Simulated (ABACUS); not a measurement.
# InP (F-43m) in ABACUS: relaxation of cell and atoms with PBE

Aim: the relaxation of cell and atoms of InP with PBE.

All numbers are computed with ABACUS 3.10.1; they aren't measurements. Logs are shortened: lines on timing, memory, paths and dates and some standing lists are left out, and cuts for length are marked.

### 1 The structure

It takes space group F-43m (No. 216, cubic). Conventional cell: a = 5.861 Å, b = 5.861 Å, c = 5.861 Å, α = 90.00°, β = 90.00°, γ = 90.00°. In (site symmetry -43m) has 4 P at 2.54 Å as nearest neighbours. P (site symmetry -43m) is surrounded by 4 In at 2.54 Å.

### 2 Relaxation of cell and atoms, PBE

run_abacus.py

```python
"""Relaxation by an ASE optimiser with ABACUS as a small file-based calculator."""
import re
import subprocess
import numpy as np
from ase.calculators.calculator import Calculator, all_changes
from ase.filters import FrechetCellFilter
from ase.io import read
from ase.optimize import FIRE
from ase.stress import full_3x3_to_voigt_6_stress
from ase.units import Bohr, GPa

atoms = read("InP.xyz")
atoms = atoms[(-atoms.numbers).argsort(kind="stable")]  # ABACUS lists atoms element by element
pseudo = {'In': '49_In_13_2.5_3.1_pbe_n_v1.0.upf', 'P': '15_P_5_1.8_1.9_pbe_n_v1.0.upf'}
orbital = {'In': 'In_confined-atom_8au_2s2p2d.orb', 'P': 'P_confined-atom_7au_2s2p1d.orb'}
magmoms = None
kmesh = [7, 7, 7]
params = {
    'suffix': 'InP',
    'calculation': 'scf',
    'basis_type': 'lcao',
    'pseudo_dir': './',
    'orbital_dir': './',
    'symmetry': 1,
    'dft_functional': 'pbe',
    'ecutwfc': 100,
    'pseudo_rcut': 10,
    'nspin': 1,
    'nbands': 13,
    'ks_solver': 'genelpa',
    'smearing_method': 'fd',
    'smearing_sigma': 0.00367493,
    'scf_thr': 1e-07,
    'scf_nmax': 100,
    'mixing_type': 'broyden',
    'mixing_beta': 0.7,
    'cal_force': 1,
    'cal_stress': 1,
    'out_mul': 1,
}

def write_input(atoms):
    symbols = atoms.get_chemical_symbols()
    elements = list(dict.fromkeys(symbols))
    lines = ["ATOMIC_SPECIES"] + [f"{e} {atoms.get_masses()[symbols.index(e)]:.4f} {pseudo[e]}" for e in elements]
    if orbital:
        lines += ["", "NUMERICAL_ORBITAL"] + [orbital[e] for e in elements]
    lines += ["", "LATTICE_CONSTANT", f"{1 / Bohr:.10f}", "", "LATTICE_VECTORS"]
    lines += [" ".join(f"{x:.10f}" for x in v) for v in atoms.cell]
    lines += ["", "ATOMIC_POSITIONS", "Direct"]
    for e in elements:
        lines += ["", e, "0.0", str(symbols.count(e))]
        for i, p in enumerate(atoms.get_scaled_positions(wrap=False)):
            if symbols[i] == e:
                mag = "" if magmoms is None else " mag " + " ".join(str(x) for x in (magmoms[i] if isinstance(magmoms[i], list) else [magmoms[i]]))
                lines.append(" ".join(f"{x:.10f}" for x in p) + " 1 1 1" + mag)
    open("STRU", "w").write("\n".join(lines) + "\n")
    open("KPT", "w").write("K_POINTS\n0\nGamma\n%d %d %d 0 0 0\n" % tuple(kmesh))
    open("INPUT", "w").write("INPUT_PARAMETERS\n" + "".join(f"{k:<20s}{v}\n" for k, v in params.items()))

class Abacus(Calculator):
    implemented_properties = ["energy", "free_energy", "forces", "stress"]

    def calculate(self, atoms=None, properties=("energy",), system_changes=all_changes):
        super().calculate(atoms, properties, system_changes)
        write_input(self.atoms)
        subprocess.run(['mpirun', '-np', '4', 'abacus'], check=True)
        log = open("OUT.InP/running_scf.log").read()
        if "charge density convergence is achieved" not in log:
            raise RuntimeError("SCF not converged")
        rows = lambda title, n: np.array([l.split()[-3:] for l in log.split(title)[-1].split("\n")[2:2 + n]], float)
        energy = float(re.findall(r"FINAL_ETOT_IS (\S+)", log)[-1])
        stress = -rows("TOTAL-STRESS", 3) / 10 * GPa  # ABACUS prints kbar, compression positive
        self.results = dict(energy=energy, free_energy=energy, forces=rows("TOTAL-FORCE", len(self.atoms)), stress=full_3x3_to_voigt_6_stress(stress))

atoms.calc = Abacus()
opt = FIRE(FrechetCellFilter(atoms), logfile="opt.log", trajectory="relax.traj")
print("optimiser converged:", opt.run(fmax=0.03, steps=60))
```

InP.xyz

```xyz
2
Lattice="0.0000000000 2.9305000000 2.9305000000 2.9305000000 0.0000000000 2.9305000000 2.9305000000 2.9305000000 0.0000000000" Properties=species:S:1:pos:R:3 pbc="T T T"
In     0.0000000000      0.0000000000      0.0000000000
P      4.3957500000      4.3957500000      4.3957500000
```

Potentials or basis: SPMS ONCV 1.0 PBE, DZP LCAO (the cutoffs set its grid).

Started as:

```bash
$ OMP_NUM_THREADS=1 python run_abacus.py > log
```

running log:

```text
ABACUS v3.10.1

               Atomic-orbital Based Ab-initio Computation at UStc

 ------------------------------------------------------------------------------------

 READING GENERAL INFORMATION
                           global_out_dir = OUT.InP/
                           global_in_card = INPUT
                               pseudo_dir = ./
                              orbital_dir = ./
                                    DSIZE = 4
                                    GSIZE = 1

 READING UNITCELL INFORMATION
                                    ntype = 2
                  lattice constant (Bohr) = 1.88973
              lattice constant (Angstrom) = 1

 READING ATOM TYPE 1
                               atom label = In
                      L=0, number of zeta = 2
                      L=1, number of zeta = 2
                      L=2, number of zeta = 2
             number of atom for this type = 1

 READING ATOM TYPE 2
                               atom label = P
                      L=0, number of zeta = 2
                      L=1, number of zeta = 2
                      L=2, number of zeta = 1
             number of atom for this type = 1

                        TOTAL ATOM NUMBER = 2
DIRECT COORDINATES
    atom                   x                   y                   z     mag                  vx                  vy                  vz
taud_In1            0.0000000000        0.0000000000        0.0000000000  0.0000        0.0000000000        0.0000000000        0.0000000000
taud_P1            0.7500000000        0.7500000000        0.7500000000  0.0000        0.0000000000        0.0000000000        0.0000000000

                          Volume (Bohr^3) = 363.087
                             Volume (A^3) = 53.8039

 Lattice vectors: (Cartesian coordinate: in unit of a_0)
                   +0            +2.99636            +2.99636
             +2.99636                  +0            +2.99636
             +2.99636            +2.99636                  +0
 Reciprocal vectors: (Cartesian coordinate: in unit of 2 pi/a_0)
            -0.166869           +0.166869           +0.166869
            +0.166869           -0.166869           +0.166869
            +0.166869           +0.166869           -0.166869
 The esolver type has been set to : ksdft_lcao

                PAO radial cut off (Bohr) = 10

 Read in pseudopotential file is 49_In_13_2.5_3.1_pbe_n_v1.0.upf
                     pseudopotential type = NC
          exchange-correlation functional = PBE
                 nonlocal core correction = 1
                        valence electrons = 13
                                     lmax = 2
                           number of zeta = 3
                     number of projectors = 6
                           L of projector = 0
                           L of projector = 0
                           L of projector = 1
                           L of projector = 1
                           L of projector = 2
                           L of projector = 2
                PAO radial cut off (Bohr) = 10

 Read in pseudopotential file is 15_P_5_1.8_1.9_pbe_n_v1.0.upf
                     pseudopotential type = NC
          exchange-correlation functional = PBE
                 nonlocal core correction = 1
                        valence electrons = 5
                                     lmax = 2
                           number of zeta = 2
                     number of projectors = 6
                           L of projector = 0
                           L of projector = 0
                           L of projector = 1
                           L of projector = 1
                           L of projector = 2
                           L of projector = 2
     initial pseudo atomic orbital number = 13

 SETUP THE ELECTRONS NUMBER
            electron number of element In = 13
      total electron number of element In = 13
             electron number of element P = 5
       total electron number of element P = 5
            AUTOSET number of electrons:  = 18
                           occupied bands = 9
                                   NLOCAL = 31
                                   NBANDS = 13
                                   NBANDS = 13
[... 104 lines left out ...]
       2  0.14285714  0.14285714  0.14285714  0.0233       1
       3  0.28571429  0.28571429  0.28571429  0.0233       2
       4  0.42857143  0.42857143  0.42857143  0.0233       3
       5  0.14285714  0.14285714  0.00000000  0.0175       8
       6  0.28571429  0.14285714  0.28571429  0.0700       9
[... 12 lines left out ...]
      19 -0.42857143  0.42857143  0.14285714  0.0700      74
      20 -0.28571429  0.42857143  0.28571429  0.0700      75

                               nkstot now = 20
[... K-POINTS DIRECT COORDINATES: 20 rows ...]

           k-point number in this process = 20
       minimum distributed K point number = 20
[... stars of the k points ...]

[... K-POINTS CARTESIAN COORDINATES: 20 rows ...]

[... K-POINTS DIRECT COORDINATES: 20 rows ...]

 SETUP PLANE WAVES FOR WAVE FUNCTIONS
     energy cutoff for wavefunc (unit:Ry) = 100
              fft grid for wave functions = [ 54, 54, 54 ]
                    number of plane waves = 7727
                         number of sticks = 511

 PARALLEL PW FOR WAVE FUNCTIONS
     PROC   COLUMNS(POT)             PW
        1            128           1931
        2            128           1933
        3            128           1933
        4            127           1930
 --------------- sum -------------------
        4            511           7727

 SET NONLOCAL PSEUDOPOTENTIAL PROJECTORS
 SET NONLOCAL PSEUDOPOTENTIAL PROJECTORS
 max number of nonlocal projetors among all species is 6

 -------------------------------------------
 SELF-CONSISTENT
 -------------------------------------------

 SETUP SEARCHING RADIUS FOR PROGRAM TO SEARCH ADJACENT ATOMS
                  longest orb rcut (Bohr) = 8
   longest nonlocal projector rcut (Bohr) = 3.1
                     search radius (Bohr) = 22.2
              searching radius is (Bohr)) = 22.2
         searching radius unit is (Bohr)) = 1.89
                         PeriodicBoundary = 1
                        Radius(unit:lat0) = 11.7
                                   glayer = [ 5, 5, 5 ]
                             glayer_minus = [ 4, 4, 4 ]

Find the coordinate range of the input atom(unit:lat0).
                                  min_tau = [ -24, -24, -24 ]
                                  max_tau = [ 28.5, 28.5, 28.5 ]
                                BoxNumber = [ 9, 9, 9 ]

 SETUP EXTENDED REAL SPACE GRID FOR GRID INTEGRATION
                          real space grid = [ 54, 54, 54 ]
                 big cell numbers in grid = [ 27, 27, 27 ]
             meshcell numbers in big cell = [ 2, 2, 2 ]
                        extended fft grid = [ 34, 34, 34 ]
                dimension of extened grid = [ 96, 96, 96 ]
                            UnitCellTotal = 125
              Atom number in sub-FFT-grid = 2
    Local orbitals number in sub-FFT-grid = 31
                                ParaV.nnr = 18838
                                 init_chg = atomic

 LCAO ALGORITHM --------------- ION=   1  ELEC=   1--------------------------------

 Density error is 0.0767784598276
----------------------------------------------------------
     Energy           Rydberg                 eV
----------------------------------------------------------
 E_KohnSham     -136.7328442067      -1860.3457849573
 E_Harris       -137.6203121541      -1872.4204058348
 E_Fermi        0.4780437862         6.5041193859
----------------------------------------------------------
[... 80 lines left out ...]
 Density error is 2.33144822409e-08
----------------------------------------------------------
     Energy           Rydberg                 eV
----------------------------------------------------------
 E_KohnSham     -136.7601668168      -1860.7175281392
 E_KS(sigma->0) -136.7601655052      -1860.7175102943
 E_Harris       -136.7601671281      -1860.7175323751
 E_band         -4.0584558156        -55.2181241732
 E_one_elec     -41.7300275187       -567.7661519511
 E_Hartree      31.6712224269        430.9090876311
 E_xc           -38.9531396733       -529.9846545462
 E_Ewald        -87.7482194286       -1193.8757735833
 E_entropy(-TS) -0.0000026232        -0.0000356898
 E_descf        0.0000000000         0.0000000000
 E_exx          0.0000000000         0.0000000000
 E_Fermi        0.5181599250         7.0499274555
----------------------------------------------------------

 charge density convergence is achieved
 final etot is -1860.7175281 eV
 EFERMI = 7.0499274555 eV

 STATE ENERGY(eV) AND OCCUPATIONS    NSPIN == 1
 1/20 kpoint (Cartesian) = 0.0000 0.0000 0.0000 (1540 pws)
       1       -7.44575     0.00583090
       2       -7.44575     0.00583090
       3       -7.44575     0.00583090
       4       -7.32294     0.00583090
       5       -7.32294     0.00583090
       6       -4.32324     0.00583090
       7        6.75734     0.00581419
       8        6.75734     0.00581419
       9        6.75734     0.00581419
      10        7.28237    5.52838e-05
      11        10.8456    6.26065e-36
      12        10.8456    6.26065e-36
      13        10.8456    6.26065e-36
[... 61 lines left out ...]
 6/20 kpoint (Cartesian) = 0.023838 0.071515 0.023838 (1540 pws)
       1       -7.50432       0.139942
       2       -7.41809       0.139942
       3       -7.41503       0.139942
       4       -7.33204       0.139942
       5       -7.31227       0.139942
       6       -3.61534       0.139942
       7        3.41161       0.139942
       8        5.69907       0.139942
       9        5.75861       0.139942
      10        9.38227    7.71669e-22
      11        10.4013    1.08797e-30
      12        12.3773    7.46247e-48
      13        12.4022    4.53974e-48

[... levels at 14 further k points ...]

 correction force for each atom along direction 1 is 0.0156738
 correction force for each atom along direction 2 is -0.00414889
 correction force for each atom along direction 3 is -0.00114944
------------------------------------------------------------------------------------------
 TOTAL-FORCE (eV/Angstrom)
------------------------------------------------------------------------------------------
                       In1         0.0000000000         0.0000000000         0.0000000000
                        P1         0.0000000000         0.0000000000         0.0000000000
------------------------------------------------------------------------------------------

----------------------------------------------------------------
 TOTAL-STRESS (KBAR)
----------------------------------------------------------------
        -1.3018998976         0.0000000000        -0.0000000000
        -0.0000000000        -1.3018998976        -0.0000000000
         0.0000000000        -0.0000000000        -1.3018998976
----------------------------------------------------------------
 TOTAL-PRESSURE: -1.301900 KBAR

 --------------------------------------------
 !FINAL_ETOT_IS -1860.7175281392394481 eV
 --------------------------------------------
```

It took 31 s on 4 MPI ranks of AMD EPYC 9R45 (Zen 5), shared host; peak memory 0.44 GiB.

What came out:

```
Free energy                            : -1860.7175 eV
Relaxed volume                         : 26.90 Å³/atom
Relaxed cell                           : a = 4.237 Å, b = 4.237 Å, c = 4.237 Å, α = 60.00°, β = 60.00°, γ = 60.00°
Space group after relaxing (to 0.05 Å) : F-43m (No. 216)
Energy gained by relaxing              : 21.6 meV/atom
Ionic steps                            : 12
Pressure after relaxing                : -0.1 GPa
Band gap on the k mesh                 : 0.53 eV, direct
Mulliken charges                       : In +0.03; P -0.03 e
```

The path:
```
step  energy change (eV)  largest force (eV/Å)  pressure (GPa)  volume (Å³)
   1              0.0000                0.0000            4.42        50.33
   2             -0.0132                0.0000            3.61        50.86
   3             -0.0309                0.0000            2.24        51.84
   4             -0.0422                0.0000            0.64        53.12
   5             -0.0411                0.0000           -0.87        54.52
   6             -0.0412                0.0000           -0.84        54.49
   7             -0.0415                0.0000           -0.78        54.43
   8             -0.0419                0.0000           -0.69        54.34
   9             -0.0424                0.0000           -0.58        54.23
  10             -0.0428                0.0000           -0.45        54.10
  11             -0.0431                0.0000           -0.29        53.96
  12             -0.0433                0.0000           -0.13        53.80
```

Final structure:
```
In P
1.0
     0.00000    2.99636    2.99636
     2.99636    0.00000    2.99636
     2.99636    2.99636    0.00000
In P
1 1
Direct
  0.00000 0.00000 0.00000
  0.75000 0.75000 0.75000
```

Caveat: the atomic orbitals were generated for these runs and aren't a published set; Mulliken charges move with the basis; spin-orbit coupling is left out, which moves the levels of the heavy elements; the basis of atomic orbitals isn't converged, which shifts pressures, moduli and gaps.
